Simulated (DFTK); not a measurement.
A run of DFTK 0.8.2 is set up as follows.

run.jl

```julia
using DFTK
using PseudoPotentialData
using Unitful, UnitfulAtomic
using LinearAlgebra, Printf
include("save.jl")
disable_threading()

# lattice vectors are the columns
lattice = austrip(1u"Å") * [           0.0        2.82685        2.82685;
                  2.82685            0.0        2.82685;
                  2.82685        2.82685            0.0]
symbols   = [:As, :Ga]
positions = [[0.75, 0.75, 0.75],
             [0.0, 0.0, 0.0]]
pseudopotentials = PseudoFamily("dojo.nc.sr.pbesol.v0_4_1.standard.upf")
elements = Dict(s => ElementPsp(s, pseudopotentials) for s in unique(symbols))
atoms    = [elements[s] for s in symbols]

build_model(lattice, positions; symmetries=true) =
    model_DFT(lattice, atoms, positions;
              functionals=PBEsol(),
              temperature=austrip(0.05u"eV"),
              smearing=Smearing.FermiDirac(),
              symmetries)
Ecut  = 42.0  # hartree
kgrid = [8, 8, 8]
tol   = 1e-6
to_GPa = ustrip(uconvert(u"GPa", 1u"hartree/bohr^3"))

model = build_model(lattice, positions)
basis = PlaneWaveBasis(model; Ecut, kgrid)
display(basis)
scfres = self_consistent_field(basis;
                               tol,
                               nbandsalg=AdaptiveBands(model; n_bands_converge=19))
display(scfres.energies)
@printf "Fermi level: %.6f eV\n" ustrip(auconvert(u"eV", something(scfres.εF, NaN)))
forces = compute_forces_cart(scfres)
println("Forces (eV/Å)")
for (s, f) in zip(symbols, forces)
    @printf "%-3s %12.6f %12.6f %12.6f\n" s ustrip.(auconvert.(u"eV/Å", f))...
end
stress = compute_stresses_cart(scfres)
println("Stress (GPa)")
display(round.(stress * to_GPa; digits=4))
println("Levels at the first k-point (eV): ", round.(ustrip.(auconvert.(u"eV", scfres.eigenvalues[1][1:scfres.n_bands_converge])); digits=4))
save_scf!(scfres; forces, stress)
```

Potentials or basis: dojo.nc.sr.pbesol.v0_4_1.standard.upf (PBEsol).

The run is started by

```console
$ julia --threads=1 run.jl  # save.jl only writes the numbers to a file and isn't shown; printed stress counts tension as positive; times include loading and compiling
```

Question: Predict the pressure.

Answer: 0.3 GPa.

Question: What does it give for the band gap on the k mesh?

Answer: 0.44 eV, direct.

**Measured values to compare with.**

From “Evidence of valence band perturbations in GaAsN/GaAs(001): A combined variable-angle spectroscopic ellipsometry and modulated photoreflectance investigation”, 2008, arxiv:0805.2212, for a bulk crystal of GaAs at 300 K: band gap 1.412 ± 0.01 eV (direct).

Against the measured gap of GaAs, 1.412 eV (direct; 300 K; “Evidence of valence band perturbations in GaAsN/GaAs(001): A combined variable-angle spectroscopic ellipsometry and modulated photoreflectance investigation”, 2008, arxiv:0805.2212), the calculated 0.44 eV is off by -0.97 eV. 3 values of this kind are on record (1.412 to 1.51 eV); this one was drawn at random among those near their median, those with a stated uncertainty first. Spin-orbit coupling on As, Ga is left out. The value is that of PBEsol on a finite k mesh, which can miss the band edges, without temperature or zero-point motion. Semilocal functionals fall short of measured gaps as a rule.
